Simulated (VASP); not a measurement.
# MgF2 (Sellaite) (P4_2/mnm) in VASP: notebook

One crystal, MgF2 (Sellaite), is run at these levels: LDA; tasks: single point, relaxation of cell and atoms.

Everything below comes from runs of VASP 6.6.1. Logs are shortened: lines on timing, memory, paths and dates and some standing lists are left out, and cuts for length are marked.

## Step 1: Starting point

The structure is tetragonal, space group P4_2/mnm (No. 136). The conventional cell has a = 4.556 Å, b = 4.556 Å, c = 3.012 Å, α = 90.00°, β = 90.00°, γ = 90.00°. Mg (site symmetry mmm) is surrounded by 6 F at 1.95 to 1.97 Å. Around F (site symmetry m2m) lie 3 Mg at 1.95 to 1.97 Å.

## Step 2: Single point, LDA

Input file INCAR:

```
  ALGO = Fast
  EDIFF = 1E-7
  ENCUT = 520
  GGA = CA
  ISIF = 2
  ISMEAR = 0
  LASPH = T
  LCHARG = F
  LREAL = F
  LWAVE = F
  NBANDS = 25
  NELM = 80
  PREC = Accurate
  SIGMA = 0.02
```

Input file KPOINTS:

```
k-points
0
Gamma
  6 6 8
```

Input file POSCAR:

```
MgF2
1.0
    4.5558868959      0.0000000000      0.0000000000
    0.0000000000      4.5558868959      0.0000000000
    0.0000000000      0.0000000000      3.0122259499
Mg F
2 4
Direct
    0.0000000000      0.0000000000      0.0000000000
    0.5000000000      0.5000000000      0.5000000000
    0.3029691622      0.3029691622      0.0000000000
    0.1970308378      0.8029691622      0.5000000000
    0.6970308378      0.6970308378      0.0000000000
    0.8029691622      0.1970308378      0.5000000000
```

Potentials or basis: VASP PAW LDA potentials, release 64 (Mg, F).

Command:

```
$ cat potpaw_LDA.64/Mg/POTCAR potpaw_LDA.64/F/POTCAR > POTCAR
$ mpirun -np 1 vasp_std > vasp.out
```

OUTCAR:

```text
EDIFF = 1E-7
   ENCUT = 520
   GGA = CA
   ISIF = 2
   ISMEAR = 0
   LASPH = T
   LREAL = F
   NELM = 80
   PREC = Accurate

 ion  position               nearest neighbor table
   1  0.000  0.000  0.000-   3 1.95   5 1.95   4 1.97   6 1.97   4 1.97   6 1.97   2 3.56   2 3.56
                             2 3.56   2 3.56   2 3.56   2 3.56   2 3.56   2 3.56
   2  0.500  0.500  0.500-   4 1.95   6 1.95   5 1.97   3 1.97   3 1.97   5 1.97   1 3.56   1 3.56
                             1 3.56   1 3.56   1 3.56   1 3.56   1 3.56   1 3.56
   3  0.303  0.303  0.000-   1 1.95   2 1.97   2 1.97
   4  0.197  0.803  0.500-   2 1.95   1 1.97   1 1.97
   5  0.697  0.697  0.000-   1 1.95   2 1.97   2 1.97
   6  0.803  0.197  0.500-   2 1.95   1 1.97   1 1.97

  LATTYP: Found a simple tetragonal cell.
 ALAT       =     4.5558868959
 C/A-ratio  =     0.6611722413

  Lattice vectors:

 A1 = (   4.5558868959,   0.0000000000,   0.0000000000)
 A2 = (   0.0000000000,   4.5558868959,   0.0000000000)
 A3 = (   0.0000000000,   0.0000000000,   3.0122259499)

Analysis of symmetry for initial positions (statically):
=====================================================================
 Subroutine PRICEL returns:
 Original cell was already a primitive cell.

 Routine SETGRP: Setting up the symmetry group for a
 simple tetragonal supercell.

 Subroutine GETGRP returns: Found 16 space group operations
 (whereof  8 operations were pure point group operations)
 out of a pool of 16 trial point group operations.

The static configuration has the point symmetry D_2h.
 The point group associated with its full space group is D_4h.

Analysis of symmetry for dynamics (positions and initial velocities):
=====================================================================
 Subroutine PRICEL returns:
 Original cell was already a primitive cell.

 Routine SETGRP: Setting up the symmetry group for a
 simple tetragonal supercell.

 Subroutine GETGRP returns: Found 16 space group operations
 (whereof  8 operations were pure point group operations)
 out of a pool of 16 trial point group operations.

The dynamic configuration has the point symmetry D_2h.
 The point group associated with its full space group is D_4h.

 Subroutine INISYM returns: Found 16 space group operations
 (whereof  8 operations are pure point group operations),
 and found     1 'primitive' translations

----------------------------------------------------------------------------------------

[... 105 lines left out ...]
   NFREE  =      0    steps in history (QN), initial steepest desc. (CG)
   ISIF   =      2    stress and relaxation
   ISYM   =      2    0-nonsym 1-usesym 2-fastsym
   POTIM  = 0.5000    time-step for ionic-motion
   TEBEG  =    0.0;   TEEND  =   0.0 temperature during run
   PSTRESS=    0.0 pullay stress
   NELECT =      32.0000    total number of electrons
   NUPDOWN=      -1.0000    fix difference up-down
   EMIN   =  10.00;   EMAX   =-10.00  energy-range for DOS
   EFERMI =   0.00;   METHOD = LEGACY
   ISMEAR =     0;   SIGMA  =   0.02  broadening in eV -4-tet -1-fermi 0-gaus
   EFERMI_NEDOS =   21; number of points for ismear=-14 and -15
   IALGO  =     68    algorithm
   IMIX   =      4    mixing-type and parameters
     AMIX     =   0.40;   BMIX     =  1.00
     AMIX_MAG =   1.60;   BMIX_MAG =  1.00
  volume/ion in A,a.u.               =      10.42        70.32
  Fermi-wavevector in a.u.,A,eV,Ry     =   1.309525  2.474643 23.332017  1.714855
  Thomas-Fermi vector in A             =   2.440117
   LORBIT       =      0    0 simple, 1 ext, 2 COOP (PROOUT), +10 PAW based schemes
   GGA     = CA    functional components
   LHFCALC =     F    Hartree Fock is set to
   AEXX    =    0.0000 exact exchange contribution
   IVDW    =     0    specifies the selected vdW correction
   LEPSILON=     F    determine dielectric tensor
   LRPA    =     F    only Hartree local field effects (RPA)
 non-spin polarized calculation
 RMM-DIIS sequential band-by-band and
 Gauss-broadening in eV      SIGMA  =   0.02
  energy-cutoff  :      520.00
  volume of cell :       62.52
 maximum number of plane-waves:      1720
 NGX is ok and might be reduce to    36
   NGX = 17   NGY = 17   NGZ = 11

 number of electron      32.0000028 magnetization

 Free energy of the ion-electron system (eV)
  ---------------------------------------------------
  ext. energy  EPLUGINS =         0.00000000
  ---------------------------------------------------
  free energy    TOTEN  =       -35.08044731 eV

  energy without entropy =      -35.08044731  energy(sigma->0) =      -35.08044731

 E-fermi :  -1.2248     XC(G=0): -10.6828

 val. band max:       -1.3147703907   @ k =   0.0000   0.0000   0.0000
 cond. band min:       5.7412489005   @ k =   0.0000   0.0000   0.0000
 fundamental gap:      7.0560192912
 Fermi energy:        -1.2248190902

 k-point     1 :       0.0000    0.0000    0.0000
  band No.  band energies     occupation
      1     -21.8691      2.00000
      2     -20.9206      2.00000
      3     -20.9206      2.00000
      4     -20.8140      2.00000
      5      -5.6681      2.00000
      6      -4.0895      2.00000
[... 661 lines left out ...]
     24      14.8875      0.00000
     25      16.3153      0.00000

 [... further k-points ...]

------------------------ aborting loop because EDIFF is reached ----------------------------------------

  FORCE on cell =-STRESS in cart. coord.  units (eV):
  Direction    XX          YY          ZZ          XY          YZ          ZX
  --------------------------------------------------------------------------------------
  -------------------------------------------------------------------------------------
  Total       -0.7437343     -0.7437343     -0.6292104      0.0000000      0.0000000      0.0000000
  in kB      -19.0587738    -19.0587738    -16.1240097      0.0000000      0.0000000      0.0000000
  external PRESSURE =     -18.0805191 kB  Pullay stress =       0.0000000 kB

 VOLUME and BASIS-vectors are now :
 -----------------------------------------------------------------------------
  energy-cutoff  :      520.00
  volume of cell :       62.52
      direct lattice vectors                 reciprocal lattice vectors
     4.555886896  0.000000000  0.000000000     0.219496230  0.000000000  0.000000000
     0.000000000  4.555886896  0.000000000     0.000000000  0.219496230  0.000000000
     0.000000000  0.000000000  3.012225950     0.000000000  0.000000000  0.331980408

 POSITION                                       TOTAL-FORCE (eV/Angst)
 -----------------------------------------------------------------------------------
      0.00000      0.00000      0.00000        -0.000000      0.000000     -0.000000
      2.27794      2.27794      1.50611        -0.000000      0.000000     -0.000000
      1.38029      1.38029      0.00000        -0.009869     -0.009869      0.000000
      0.89765      3.65824      1.50611         0.009869     -0.009869      0.000000
      3.17559      3.17559      0.00000         0.009869      0.009869     -0.000000
      3.65824      0.89765      1.50611        -0.009869      0.009869     -0.000000
 -----------------------------------------------------------------------------------
    total drift:                                0.000000     -0.000000     -0.000000

  FREE ENERGIE OF THE ION-ELECTRON SYSTEM (eV)
  ---------------------------------------------------
  free  energy   TOTEN  =       -35.0804473115 eV

  energy  without entropy=      -35.0804473115  energy(sigma->0) =      -35.08044731
```

stdout:

```text
POSCAR found type information on POSCAR MgF
 POSCAR found :  2 types and       6 ions
 scaLAPACK will be used
 LDA part: xc-table for (Slater(with rela. corr.)+CA(PZ))
 , standard interpolation
 POSCAR, INCAR and KPOINTS ok, starting setup
 FFT: planning ... GRIDC
 FFT: planning ... GRID_SOFT
 FFT: planning ... GRID
 WAVECAR not read
 entering main loop
```

Run time: 49 s. Hardware: 1 thread of Intel Xeon Platinum 8488C (Sapphire Rapids), shared host; peak memory 0.19 GiB.

What came out:

```yaml
Free_energy: -35.0804 eV
Pressure: -1.8 GPa
Largest_force: 0.014 eV/Å
Band_gap_on_the_k_mesh: 7.06 eV, direct
```

Forces on the atoms (eV/Å):
```
Mg   0.000  0.000  0.000
Mg   0.000  0.000  0.000
F   -0.010 -0.010  0.000
F    0.010 -0.010  0.000
F    0.010  0.010  0.000
F   -0.010  0.010  0.000
```

A k mesh can miss the band edges. LDA gaps usually lie below the measured ones, often by a third to a half.

## Step 3: Relaxation of cell and atoms, LDA

This run uses another cell than the first one, of 10.88 Å³/atom, 1.044 times its volume.

Input file INCAR:

```
SYSTEM = MgF2
PREC = Accurate ; ENCUT = 600
EDIFF = 1E-6 ; ISMEAR = 0
SIGMA = 0.02 ; LREAL = .False.
LASPH = .True. ; NELM = 60
ALGO = Normal ; ISIF = 3
LWAVE = .False. ; LCHARG = .False.
GGA = CA ; IBRION = 2
NSW = 100 ; EDIFFG = -0.005
```

Input file KPOINTS:

```
regular mesh
0
Gamma
  6 6 8
  0 0 0
```

Input file POSCAR:

```
MgF2
1.0
    4.6250000000      0.0000000000      0.0000000000
    0.0000000000      4.6250000000      0.0000000000
    0.0000000000      0.0000000000      3.0520000000
Mg F
2 4
Direct
    0.0000000000      0.0000000000      0.0000000000
    0.5000000000      0.5000000000      0.5000000000
    0.3030000000      0.3030000000      0.0000000000
    0.1970000000      0.8030000000      0.5000000000
    0.6970000000      0.6970000000      0.0000000000
    0.8030000000      0.1970000000      0.5000000000
```

Potentials or basis: VASP PAW LDA potentials, release 64 (Mg, F).

Command:

```
$ cat potpaw_LDA.64/Mg/POTCAR potpaw_LDA.64/F/POTCAR > POTCAR
$ mpirun -np 1 vasp_std > vasp.out
```

OUTCAR:

```text
SYSTEM = MgF2
   PREC = Accurate
   ENCUT = 600
   EDIFF = 1E-6
   ISMEAR = 0
   LREAL = .False.
   LASPH = .True.
   NELM = 60
   ISIF = 3
   GGA = CA
   IBRION = 2
   NSW = 100
   EDIFFG = -0.005

 ion  position               nearest neighbor table
   1  0.000  0.000  0.000-   3 1.98   5 1.98   4 2.00   6 2.00   4 2.00   6 2.00   2 3.61   2 3.61
                             2 3.61   2 3.61   2 3.61   2 3.61   2 3.61   2 3.61
   2  0.500  0.500  0.500-   4 1.98   6 1.98   5 2.00   3 2.00   3 2.00   5 2.00   1 3.61   1 3.61
                             1 3.61   1 3.61   1 3.61   1 3.61   1 3.61   1 3.61
   3  0.303  0.303  0.000-   1 1.98   2 2.00   2 2.00
   4  0.197  0.803  0.500-   2 1.98   1 2.00   1 2.00
   5  0.697  0.697  0.000-   1 1.98   2 2.00   2 2.00
   6  0.803  0.197  0.500-   2 1.98   1 2.00   1 2.00

  LATTYP: Found a simple tetragonal cell.
 ALAT       =     4.6250000000
 C/A-ratio  =     0.6598918919

  Lattice vectors:

 A1 = (   4.6250000000,   0.0000000000,   0.0000000000)
 A2 = (   0.0000000000,   4.6250000000,   0.0000000000)
 A3 = (   0.0000000000,   0.0000000000,   3.0520000000)

Analysis of symmetry for initial positions (statically):
=====================================================================
 Subroutine PRICEL returns:
 Original cell was already a primitive cell.

 Routine SETGRP: Setting up the symmetry group for a
 simple tetragonal supercell.

 Subroutine GETGRP returns: Found 16 space group operations
 (whereof  8 operations were pure point group operations)
 out of a pool of 16 trial point group operations.

The static configuration has the point symmetry D_2h.
 The point group associated with its full space group is D_4h.

Analysis of symmetry for dynamics (positions and initial velocities):
=====================================================================
 Subroutine PRICEL returns:
 Original cell was already a primitive cell.
[... 145 lines left out ...]
   IVDW    =     0    specifies the selected vdW correction
   LEPSILON=     F    determine dielectric tensor
   LRPA    =     F    only Hartree local field effects (RPA)
 conjugate gradient relaxation of ions
 non-spin polarized calculation
 Gauss-broadening in eV      SIGMA  =   0.02
  energy-cutoff  :      600.00
  volume of cell :       65.28
 maximum number of plane-waves:      2200
 NGX is ok and might be reduce to    40
   NGX = 19   NGY = 19   NGZ = 13

--------------------------------------- Ionic step        1  -------------------------------------------

 number of electron      32.0000023 magnetization

 Free energy of the ion-electron system (eV)
  ---------------------------------------------------
  ext. energy  EPLUGINS =         0.00000000
  ---------------------------------------------------
  free energy    TOTEN  =       -35.02614960 eV

  energy without entropy =      -35.02614960  energy(sigma->0) =      -35.02614960

------------------------ aborting loop because EDIFF is reached ----------------------------------------

  FORCE on cell =-STRESS in cart. coord.  units (eV):
  Direction    XX          YY          ZZ          XY          YZ          ZX
  --------------------------------------------------------------------------------------
  -------------------------------------------------------------------------------------
  Total       -2.6100645     -2.6100645     -2.6725953      0.0000000      0.0000000      0.0000000
  in kB      -64.0551151    -64.0551151    -65.5897208      0.0000000      0.0000000      0.0000000
  external PRESSURE =     -64.5666504 kB  Pullay stress =       0.0000000 kB
[... 187 lines left out ...]
--------------------------------------- Ionic step        6  -------------------------------------------

 number of electron      31.9999999 magnetization

 Free energy of the ion-electron system (eV)
  ---------------------------------------------------
  ext. energy  EPLUGINS =         0.00000000
  ---------------------------------------------------
  free energy    TOTEN  =       -35.10923714 eV

  energy without entropy =      -35.10923714  energy(sigma->0) =      -35.10923714

 E-fermi :  -1.0307     XC(G=0): -10.7760

 val. band max:       -1.1963078787   @ k =   0.0000   0.0000   0.0000
 cond. band min:       5.9912851351   @ k =   0.0000   0.0000   0.0000
 fundamental gap:      7.1875930138
 Fermi energy:        -1.0307389013

 k-point     1 :       0.0000    0.0000    0.0000
  band No.  band energies     occupation
      1     -21.8253      2.00000
      2     -20.8363      2.00000
      3     -20.8363      2.00000
      4     -20.7216      2.00000
      5      -5.6209      2.00000
      6      -4.0553      2.00000
[... 541 lines left out ...]
     19      13.3889      0.00000
     20      13.3889      0.00000

 [... further k-points ...]

------------------------ aborting loop because EDIFF is reached ----------------------------------------

  FORCE on cell =-STRESS in cart. coord.  units (eV):
  Direction    XX          YY          ZZ          XY          YZ          ZX
  --------------------------------------------------------------------------------------
  -------------------------------------------------------------------------------------
  Total       -0.0120888     -0.0120888      0.0168392      0.0000000      0.0000000      0.0000000
  in kB       -0.3155723     -0.3155723      0.4395796      0.0000000      0.0000000      0.0000000
  external PRESSURE =      -0.0638550 kB  Pullay stress =       0.0000000 kB
[... 21 lines left out ...]
  FREE ENERGIE OF THE ION-ELECTRON SYSTEM (eV)
  ---------------------------------------------------
  free  energy   TOTEN  =       -35.1092371354 eV

  energy  without entropy=      -35.1092371354  energy(sigma->0) =      -35.10923714

 reached required accuracy - stopping structural energy minimisation
```

OSZICAR:

```text
N       E                     dE             d eps       ncg     rms          rms(c)
DAV:   1     0.219260116801E+03    0.21926E+03   -0.19727E+04  2048   0.169E+03
DAV:   2    -0.270161582924E+02   -0.24628E+03   -0.23952E+03  2688   0.357E+02
[... 40 lines left out ...]
   5 F= -.35109217E+02 E0= -.35109217E+02  d E =-.143334E-02
       N       E                     dE             d eps       ncg     rms          rms(c)
DAV:   1    -0.351092723041E+02   -0.55417E-04   -0.48692E-03  2000   0.657E-01    0.473E-02
DAV:   2    -0.351092452499E+02    0.27054E-04   -0.10553E-04  2360   0.909E-02    0.210E-02
DAV:   3    -0.351092386119E+02    0.66380E-05   -0.46273E-06  1976   0.217E-02    0.849E-03
DAV:   4    -0.351092371202E+02    0.14917E-05   -0.15491E-06  1236   0.140E-02    0.599E-04
DAV:   5    -0.351092371354E+02   -0.15240E-07   -0.19360E-07  1032   0.431E-03
   6 F= -.35109237E+02 E0= -.35109237E+02  d E =-.202034E-04
```

Wall time 2.2 min (1 thread of Intel Xeon Platinum 8488C (Sapphire Rapids), shared host); peak memory 0.21 GiB.

Results:

```yaml
Free_energy: -35.1092 eV
Relaxed_volume: 10.23 Å³/atom
Relaxed_cell: a = 4.524 Å, b = 4.524 Å, c = 2.999 Å, α = 90.00°, β = 90.00°, γ = 90.00°
Space_group_after_relaxing_to_0.05_Å: P4_2/mnm (No. 136)
Energy_gained_by_relaxing: 13.8 meV/atom
Ionic_steps: 6
Pressure_after_relaxing: 0.0 GPa
Largest_force_after_relaxing: 0.004 eV/Å
Band_gap_on_the_k_mesh: 7.19 eV, direct
```

Forces in eV/Å, atoms in the order of the input:
```
Mg   0.000  0.000  0.000
Mg   0.000  0.000  0.000
F    0.003  0.003  0.000
F   -0.003  0.003  0.000
F   -0.003 -0.003  0.000
F    0.003 -0.003  0.000
```

Stress tensor (GPa, compression positive):
```
-0.03  0.00  0.00
 0.00 -0.03  0.00
 0.00  0.00  0.04
```

The path:
| step | energy change (eV) | largest force (eV/Å) | pressure (GPa) | volume (Å³) |
| --- | --- | --- | --- | --- |
| 1 | 0.0000 | 0.0447 | -6.46 | 65.28 |
| 2 | -0.0813 | 0.0861 | 0.43 | 61.23 |
| 3 | -0.0816 | 0.0776 | -0.04 | 61.46 |
| 4 | -0.0829 | 0.0190 | 0.01 | 61.39 |
| 5 | -0.0831 | 0.0069 | 0.02 | 61.36 |
| 6 | -0.0831 | 0.0042 | -0.01 | 61.38 |

Final structure:
```xyz
6
Lattice="4.5239 0.0000 0.0000 0.0000 4.5239 0.0000 0.0000 0.0000 2.9989" Properties=species:S:1:pos:R:3 pbc="T T T"
Mg    0.0000    4.5239    0.0000
Mg    2.2620    2.2620    1.4994
F     1.3687    1.3687    2.9989
F     0.8933    3.6306    1.4994
F     3.1553    3.1553    0.0000
F     3.6306    0.8933    1.4994
```

A k mesh can miss the band edges. Zero-point motion and thermal expansion aren't in these numbers.

(Part 1 of 2 ends here.)
